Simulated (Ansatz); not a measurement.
# Co (P6_3/mmc) in Ansatz: settings compared, part 2 of 2

Ansatz 0.2.0. Earlier steps stand in the parts before.

**3. Single point, PBEsol, collinear spin, ferromagnetic start**

Contents of input.yaml:

```yaml
crystal:
  lattice:
    - [2.4719999032, 0.0, 0.0]
    - [-1.2359999516, 2.1408147143, 0.0]
    - [0.0, 0.0, 4.02114408]
  atoms:
    - { symbol: Co, position: [0.6666666667, 0.3333333333, 0.75], spin: 2.0 }
    - { symbol: Co, position: [0.3333333333, 0.6666666667, 0.25], spin: 2.0 }
hamiltonian:
  xc: pbesol
  pseudopotentials: { kind: paw }
magnetization:
  spin_polarized: true
kpoints:
  mp_grid: { grid: [12, 12, 7] }
scf:
  occupations: { method: gaussian, width: 0.1 }
output:
  forces: true
  stress: true
  eigenvalues: true
```

Potentials or basis: Ansatz PAW.

Run with:

```sh
> ansatz run input.yaml --threads 2 --pin off --max-ram 5632MiB --backend cpu --events-out ev --progress --plain --runs-dir out
```

The log of the run:

```text
Warning: RAYON_NUM_THREADS=2 ignored (pool sized by the plan → 2); use --threads N
Engine: ansatz 0.2.0, x86_64-unknown-linux-gnu
Pseudopotentials: kind: paw
Pseudopotential: Co, paw, valence charge 17, recommended cutoff 420 eV (normal), Co.paw.azcp
Functional definition: PBEsol
  exchange = pbesol_x
  correlation = pbesol_c
Crystal: 2 atoms, lattice volume = 21.280 Å³
Basis set: ecut = 420 eV, 391 PW (Γ), exchange–correlation on 36×36×54 points (8 copies of the dense FFT grid, shifted against one another)
Bands: 23, of which v1, the nominal top of the filled ones, is band 17 counted from 1 (16 counted from 0)
Symmetry: 24 space group operations
Space group: P63/mmc (ITA 194), of the structure as read, at distance tolerance 2.8e-5 Å
Magnetic group: BNS 194.263 (UNI 1493), of the structure as read, at distance tolerance 2.8e-5 Å
k-points: 76 of 1008
Non-local potential: Co, projectors of the file, l = 0: 3, l = 1: 2, l = 2: 3, l = 3: 1
PAW form: soft (Blöchl's): semilocal exchange-correlation on the pseudo side does not see the compensation charge
PAW frozen core: Co, regenerated for the run's functional, and the local potential with it (the file was generated under x = pbe(κ = 0.804, μ = 0.2195149727645171), c = pbe(β = 0.06672455060314922))
PAW one-centre angular grid: Co, 590 points (default); XC on 64 Gauss nodes
Initial density: superposition of atomic densities (chi_scale 0.1, normalization cell)
Starting moments: Σ|m| = 4 μB on 2 of 2 sites
Initial wavefunctions: pseudopotential atomic-orbital guess
Functional: x = pbesol(κ = 0.804, μ = 0.12345679012345678), c = pbesol(β = 0.046)
SCF iter   1: F=—  HF=-10185.661235 eV  |F-HF|=—  |Δ(HF+E_count)|=         —  Δρ=8.79e-2 (↑7.56e-2 ↓8.79e-2)  dr2=3.15e0  dr2_m=4.49e-2  M=3.420 μB ∫|m|=3.549 μB  β_m=0.30  ethr=3.10e-3  ⟨swp⟩=4.7  Hψ=12784  notcnv=0
Mixer restart at iter 1: flushing history
preconditioner: auto → none  [metal: Δε(μ)=0.015 eV  Ē_g=9.264 eV  σ=0.100 eV  W_gap=0.08  n_scr=8 (ndim 8)  ℏωp=34.2 eV  f_vac=0.000  D(μ)=1.74/eV (n_scr^D=22)  sad-step TF]
SCF iter   2: F=—  HF=-10184.601017 eV  |F-HF|=—  |Δ(HF+E_count)|=    1.06e0  Δρ=3.32e-2 (↑1.24e-2 ↓3.32e-2)  dr2=2.31e-1  dr2_m=5.26e-2  M=3.472 μB ∫|m|=3.642 μB  β_m=0.35  ethr=3.10e-3  ⟨swp⟩=2.5  Hψ=7049  notcnv=0  defer=199
SCF iter   3: F=—  HF=-10185.127727 eV  |F-HF|=—  |Δ(HF+E_count)|=   5.27e-1  Δρ=1.69e-2 (↑1.69e-2 ↓7.83e-3)  dr2=2.02e-2  dr2_m=1.85e-2  M=3.414 μB ∫|m|=3.625 μB  β_m=0.50  ethr=6.80e-4  ⟨swp⟩=2.1  Hψ=4755  notcnv=0  defer=199
SCF iter   4: F=—  HF=-10185.701512 eV  |F-HF|=—  |Δ(HF+E_count)|=   5.74e-1  Δρ=1.34e-2 (↑1.31e-2 ↓1.34e-2)  dr2=7.06e-2  dr2_m=4.03e-3  M=3.311 μB ∫|m|=3.560 μB  β_m=0.50  ethr=5.95e-5  ⟨swp⟩=2.1  Hψ=6239  notcnv=0  defer=199
SCF iter   5: F=—  HF=-10185.945072 eV  |F-HF|=—  |Δ(HF+E_count)|=   2.44e-1  Δρ=2.66e-3 (↑2.66e-3 ↓1.66e-3)  dr2=1.70e-3  dr2_m=4.10e-4  M=3.232 μB ∫|m|=3.505 μB  β_m=0.56  ethr=5.95e-5  ⟨swp⟩=2.0  Hψ=7033  notcnv=0  defer=196
SCF iter   6: F=—  HF=-10185.970322 eV  |F-HF|=—  |Δ(HF+E_count)|=   2.52e-2  Δρ=9.76e-4 (↑9.76e-4 ↓7.78e-4)  dr2=3.86e-4  dr2_m=4.13e-5  M=3.212 μB ∫|m|=3.493 μB  β_m=0.78  ethr=4.99e-6  ⟨swp⟩=2.1  Hψ=6809  notcnv=0  defer=190
SCF iter   7: F=—  HF=-10185.973633 eV  |F-HF|=—  |Δ(HF+E_count)|=   3.31e-3  Δρ=1.91e-4 (↑1.91e-4 ↓1.82e-4)  dr2=5.03e-7  dr2_m=6.58e-6  M=3.202 μB ∫|m|=3.487 μB  β_m=0.89  ethr=1.13e-6  ⟨swp⟩=2.0  Hψ=5882  notcnv=0  defer=190
SCF iter   8: F=—  HF=-10185.973658 eV  |F-HF|=—  |Δ(HF+E_count)|=   2.57e-5  Δρ=1.19e-4 (↑1.19e-4 ↓1.93e-5)  dr2=1.59e-6  dr2_m=7.19e-7  M=3.201 μB ∫|m|=3.487 μB  β_m=0.95  ethr=1.48e-9  ⟨swp⟩=2.8  Hψ=6611  notcnv=0  defer=190
SCF iter   9: F=—  HF=-10185.973658 eV  |F-HF|=—  |Δ(HF+E_count)|=   5.29e-7  Δρ=8.76e-6 (↑2.79e-6 ↓8.76e-6)  dr2=5.55e-9  dr2_m=5.42e-9  M=3.201 μB ∫|m|=3.487 μB  β_m=0.95  ethr=1.48e-9  ⟨swp⟩=2.4  Hψ=6094  notcnv=0  defer=190
SCF iter  10: F=-10185.973658 eV  HF=-10185.973658 eV  |F-HF|=1.06e-8  |Δ(HF+E_count)|=   8.44e-9  Δρ=6.44e-6 (↑3.77e-6 ↓6.44e-6)  dr2=1.33e-8  dr2_m=3.57e-10  M=3.201 μB ∫|m|=3.486 μB  ethr=1.63e-11  ⟨swp⟩=4.3  Hψ=11075  notcnv=0
SCF 1 converged in 10 iterations: F = -10185.973658 eV  dr2 = 1.33e-8
SCF converged after 10 iterations
Magnetization: 3.2007 μB (18.6003 up, 15.3997 down)
Absolute magnetization: 3.4875 μB (∫|ρ↑−ρ↓|, with the PAW one-centre terms)
Spin contamination: 0.0484 ħ² per cell (⟨S²⟩ above its minimum at these occupations)
Per-site moments (μB) at R_I (Å): [(1.6665005754653146, 1.017072079847606), (1.6665005754653146, 1.017072079847606)]
Free energy (F): -10185.973658 eV
Harris-Foulkes:  -10185.973658 eV  (|F-HF|=1.06e-8)
Internal energy: -10185.963947 eV  (E = F + TS)
E sigma→0 (E₀):  -10185.968802 eV
Entropy (-TS):   -0.009711 eV (-4.856 meV/atom)
Fermi energy:    18.951087 eV
--- Per-component energies (eV) ---
  E_band       = -476.666612
  E_kinetic    = 908.428747
  E_local      = -5607.918250  (includes V_loc(G=0)·N_el)
  E_nonlocal   = 911.082817
  E_hartree    = 2347.347874
  E_xc         = -315.814530
  E_vxc        = -409.441762  (∫ρ·V_xc dr)
  E_paw        = -2964.914514  (= ΣΔE_a)
  E_vpaw       = -973.502787  (= ΣTr[D̂ρ^β])
  E_aug_tail   = 0.000117  (compensation charges beyond the density's cutoff)
  E_ewald      = -5464.553046
  E_core_change = 0.376838  (= ΣΔE_core)
  E_smearing   = -0.009711  (= −TS)
  E_closure    = -0.000000  (closes the sum)
  Σ components = -10185.973658   (vs F -10185.973658, Δ=0.00e0)
--- Forces (eV/Å), atoms counted from 1 ---
  atom   1  Co     0.00000000    -0.00000000     0.00000000
  atom   2  Co    -0.00000000     0.00000000     0.00000000
  max |Σ_I F_I| component: 4.63e-18 eV/Å
--- Stress (GPa, compression-positive) ---
       -4.780234      -0.000000       0.000000
       -0.000000      -4.780234       0.000000
        0.000000       0.000000      -7.694619
  P = ⅓ Tr σ = -5.7517 GPa (-57.517 kbar)
--- Band table (eV; the first three rows and the last of 152) ---
  k-point 0 ↑: bands = ["-76.8076", "-76.7461", "-40.3535", "-40.0450", "-40.0450", "-40.0004", "-39.9948", "-39.9948", "9.7569", "13.6484", "16.2801", "16.3394", "16.3394", "16.6611", "16.6611", "17.0528", "17.0528", "18.1840", "18.1840", "18.6413", "25.3217", "40.8961", "43.5408"]
  k-point 1 ↑: bands = ["-76.8046", "-76.7492", "-40.3363", "-40.0425", "-40.0425", "-40.0182", "-39.9973", "-39.9973", "9.9641", "13.5960", "16.2257", "16.2894", "16.2894", "16.6055", "16.6055", "17.1773", "17.1773", "17.9038", "18.1713", "18.1713", "26.4728", "40.7910", "42.5329"]
  k-point 2 ↑: bands = ["-76.7961", "-76.7577", "-40.2879", "-40.0678", "-40.0355", "-40.0355", "-40.0043", "-40.0043", "10.5665", "13.3087", "16.0890", "16.2287", "16.2287", "16.4724", "16.4724", "16.6928", "17.4460", "17.4460", "18.1105", "18.1105", "29.0372", "38.9754", "41.1997"]
  k-point 75 ↓: bands = ["-74.7079", "-74.7079", "-38.3126", "-38.3126", "-38.2504", "-38.2251", "-38.0855", "-38.0855", "16.2097", "16.2879", "16.3116", "16.3116", "17.1666", "17.1666", "18.6463", "18.9151", "20.0750", "20.0750", "25.3784", "25.3784", "26.5013", "27.7534", "29.4204"]
```

Wall time 4.8 s (2 threads of Intel Xeon at 2.70GHz, shared host); peak memory 0.38 GiB.

Results:

```
Free energy            : -10185.9737 eV
Pressure               : -5.8 GPa
Band gap on the k mesh : none (metal or under the smearing width)
Net moment             : 3.20 μB per cell
Absolute moment        : 3.49 μB per cell
Site moments           : Co +1.67 μB
```

Levels at points of the mesh, in eV from the Fermi level:
Spin up:
| k point | band 15 | band 16 | band 17 | band 18 | band 19 | band 20 | band 21 | band 22 | band 23 |
| --- | --- | --- | --- | --- | --- | --- | --- | --- | --- |
| (0.00, 0.00, 0.00) | -2.29 | -1.90 | -1.90 | -0.77 | -0.77 | -0.31 | 6.37 | 21.95 | 24.59 |
| (0.00, -0.50, 0.00) | -2.22 | -0.61 | -0.54 | -0.46 | 1.33 | 3.37 | 9.66 | 10.31 | 12.76 |
Spin down:
```tsv
k point	band 11	band 12	band 13	band 14	band 15	band 16	band 17	band 18	band 19	band 20
(0.00, 0.00, 0.00)	-1.06	-0.99	-0.99	-0.62	-0.62	-0.30	-0.15	-0.15	1.10	1.10
(0.00, -0.50, 0.00)	-3.38	-1.92	-1.14	-1.10	-0.67	1.26	1.36	1.43	2.62	4.39
```

Caveat: the PAW data sets come from PBE, with cores solved anew for the run's functional, which leaves a small shift of forces and pressure.

**4. Single point, PBE, collinear spin, ferromagnetic start**

input.yaml: that of step 3 with these lines changed.

```diff
@@ -9,3 +9,3 @@
 hamiltonian:
-  xc: pbesol
+  xc: pbe
   pseudopotentials: { kind: paw }
```

Run with:

```sh
> ansatz run input.yaml --threads 2 --pin off --max-ram 5632MiB --backend cpu --events-out ev --progress --plain --runs-dir out
```

It took 4.6 s on 2 threads of Intel Xeon at 2.70GHz, shared host; peak memory 0.38 GiB.

It converged, with:

| Item | Value |
| --- | --- |
| Free energy | -10252.2966 eV |
| Pressure | 4.8 GPa |
| Band gap on the k mesh | none (metal or under the smearing width) |
| Net moment | 3.21 μB per cell |
| Absolute moment | 3.53 μB per cell |
| Site moments | Co +1.68 μB |

Stress tensor (GPa, compression positive):
```
5.72 0.00 0.00
0.00 5.72 0.00
0.00 0.00 2.84
```

Levels at points of the mesh, in eV from the Fermi level:
Spin up:
```
            k point  band 17  band 18  band 19  band 20  band 21  band 22
 (0.00, 0.00, 0.00)    -1.92    -0.80    -0.80    -0.25     6.39    22.01
(0.00, -0.50, 0.00)    -0.57    -0.49     1.34     3.39     9.70    10.36
```
Spin down:
```tsv
k point	band 12	band 13	band 14	band 15	band 16	band 17	band 18	band 19
(0.00, 0.00, 0.00)	-0.98	-0.98	-0.61	-0.61	-0.32	-0.14	-0.14	1.10
(0.00, -0.50, 0.00)	-1.93	-1.13	-1.10	-0.66	1.26	1.36	1.43	2.61
```

**5. Relaxation of cell and atoms, BLYP+D4, collinear spin, ferromagnetic start**

input.yaml: that of step 4 with these lines changed.

```diff
@@ -9,4 +9,5 @@
 hamiltonian:
-  xc: pbe
+  xc: blyp
   pseudopotentials: { kind: paw }
+  dispersion: d4
 magnetization:
@@ -16,3 +17,3 @@
 scf:
-  occupations: { method: gaussian, width: 0.1 }
+  occupations: { method: fermi_dirac, width: 0.05 }
 output:
@@ -21 +22,9 @@
   eigenvalues: true
+  write_density: true
+  write_potential: true
+  elf: true
+  volumetric_format: npy
+relax:
+  f_tol: 0.01
+  max_steps: 40
+  cell: { stress_tol: 0.05 }
```

Run with:

```sh
> ansatz run input.yaml --threads 2 --pin off --max-ram 5632MiB --backend cpu --events-out ev --progress --plain --runs-dir out
```

Run time: 26 s. Hardware: 2 threads of Intel Xeon at 2.70GHz, shared host; peak memory 0.39 GiB.

It converged, with:

| Property | Result |
| --- | --- |
| Free energy | -10270.1555 eV |
| Relaxed volume | 10.71 Å³/atom |
| Relaxed cell | a = 2.486 Å, b = 2.486 Å, c = 4.004 Å, α = 90.00°, β = 90.00°, γ = 120.00° |
| Space group after relaxing (to 0.05 Å) | P6_3/mmc (No. 194) |
| Energy gained by relaxing | 0.9 meV/atom |
| Ionic steps | 6 |
| Pressure after relaxing | 0.0 GPa |
| Band gap on the k mesh | none (metal or under the smearing width) |
| Net moment | 3.16 μB per cell |
| Absolute moment | 3.44 μB per cell |
| Site moments | Co +1.64 μB |

Step by step:
| step | energy change (eV) | largest force (eV/Å) | volume (Å³) |
| --- | --- | --- | --- |
| 1 | 0.0000 | 0.0000 | 21.28 |
| 2 | -0.0012 | 0.0000 | 21.35 |
| 3 | -0.0017 | 0.0000 | 21.42 |
| 4 | -0.0019 | 0.0000 | 21.42 |
| 5 | -0.0019 | 0.0000 | 21.43 |
| 6 | -0.0019 | 0.0000 | 21.43 |

Final structure:
```xyz
2
Lattice="2.4859 0.0000 0.0000 -1.2429 2.1528 0.0000 0.0000 0.0000 4.0043" Properties=species:S:1:pos:R:3 pbc="T T T"
Co    1.2429    0.7176    3.0032
Co    0.0000    1.4352    1.0011
```

Levels at points of the mesh, in eV from the Fermi level:
Spin up:
```csv
k point,band 16,band 17,band 18,band 19,band 20,band 21,band 22,band 23
"(0.00, 0.00, 0.00)",-1.91,-1.91,-0.75,-0.75,0.12,6.54,22.21,24.32
"(0.00, -0.50, 0.00)",-0.63,-0.51,-0.47,1.44,3.43,9.87,10.44,13.10
```
Spin down:
```tsv
k point	band 11	band 12	band 13	band 14	band 15	band 16	band 17	band 18	band 19	band 20
(0.00, 0.00, 0.00)	-1.00	-1.00	-1.00	-0.63	-0.63	-0.22	-0.22	0.12	1.06	1.06
(0.00, -0.50, 0.00)	-3.28	-1.77	-1.19	-1.04	-0.62	1.19	1.34	1.36	2.64	4.41
```

Caveat: the plane-wave basis is chosen anew once the cell has moved, so the energies of steps on either side of that aren't comparable; pairwise dispersion overbinds metals, which lowers pressure and volume; the PAW data sets come from PBE, with cores solved anew for the run's functional, which leaves a small shift of forces and pressure.

**6. Single point, PBE, collinear spin, ferromagnetic start**

input.yaml: that of step 5 with these lines changed.

```diff
@@ -9,5 +9,4 @@
 hamiltonian:
-  xc: blyp
+  xc: pbe
   pseudopotentials: { kind: paw }
-  dispersion: d4
 magnetization:
@@ -17,3 +16,3 @@
 scf:
-  occupations: { method: fermi_dirac, width: 0.05 }
+  occupations: { method: gaussian, width: 0.027 }
 output:
@@ -26,5 +25 @@
   volumetric_format: npy
-relax:
-  f_tol: 0.01
-  max_steps: 40
-  cell: { stress_tol: 0.05 }
```

Potentials or basis: Ansatz PAW.

Run with:

```sh
> ansatz run input.yaml --threads 2 --pin off --max-ram 5632MiB --backend cpu --events-out ev --progress --plain --runs-dir out
```

Wall time 5.8 s (2 threads of Intel Xeon at 2.70GHz, shared host); peak memory 0.38 GiB.

The run converged. Its results:

```yaml
Free_energy: -10252.2920 eV
Pressure: 4.7 GPa
Band_gap_on_the_k_mesh: none (metal or under the smearing width)
Net_moment: 3.21 μB per cell
Absolute_moment: 3.53 μB per cell
Site_moments: Co +1.68 μB
```

Stress tensor (GPa, compression positive):
```
5.82 0.00 0.00
0.00 5.82 0.00
0.00 0.00 2.50
```

Levels at points of the mesh, in eV from the Fermi level:
Spin up:
```csv
k point,band 15,band 16,band 17,band 18,band 19,band 20,band 21,band 22,band 23
"(0.00, 0.00, 0.00)",-2.30,-1.91,-1.91,-0.79,-0.79,-0.25,6.39,22.01,24.65
"(0.00, -0.50, 0.00)",-2.22,-0.64,-0.56,-0.49,1.34,3.39,9.71,10.37,12.79
```
Spin down:
```
            k point  band 11  band 12  band 13  band 14  band 15  band 16  band 17  band 18  band 19  band 20
 (0.00, 0.00, 0.00)    -1.04    -0.98    -0.98    -0.60    -0.60    -0.31    -0.14    -0.14     1.11     1.11
(0.00, -0.50, 0.00)    -3.37    -1.93    -1.12    -1.09    -0.65     1.27     1.37     1.44     2.62     4.39
```

**7. The runs side by side**

| task | level | cell | smearing | gap on the mesh (eV) | pressure (GPa) | moment (μB) |
| --- | --- | --- | --- | --- | --- | --- |
| single point | PBEsol | as given | gaussian 0.02 eV | none | -5.8 | 3.20 |
| single point | PBEsol | as given | gaussian 0.1 eV | none | -5.8 | 3.20 |
| single point | PBE | as given | gaussian 0.1 eV | none | 4.8 | 3.21 |
| relaxation of cell and atoms | BLYP+D4 | relaxed | fermi-dirac 0.05 eV | none | 0.0 | 3.16 |
| single point | PBE | as given | gaussian 0.027 eV | none | 4.7 | 3.21 |

Alike in all rows: potentials or basis Ansatz PAW; spin collinear, ferromagnetic start; k mesh 12 × 12 × 7; cutoff (eV) 420.

Every run on the cell as given and a fine mesh finds a metal. The pressure there spans -5.8 GPa (PBEsol) to 4.8 GPa (PBE); a positive pressure means that this level wants a larger cell, a negative one a smaller.

Caveats: the PAW data sets come from PBE, with cores solved anew for the run's functional, which leaves a small shift of forces and pressure (some runs); the plane-wave basis is chosen anew once the cell has moved, so the energies of steps on either side of that aren't comparable (some runs); pairwise dispersion overbinds metals, which lowers pressure and volume (some runs).

Absolute energies hang on the potentials; compare differences alone.
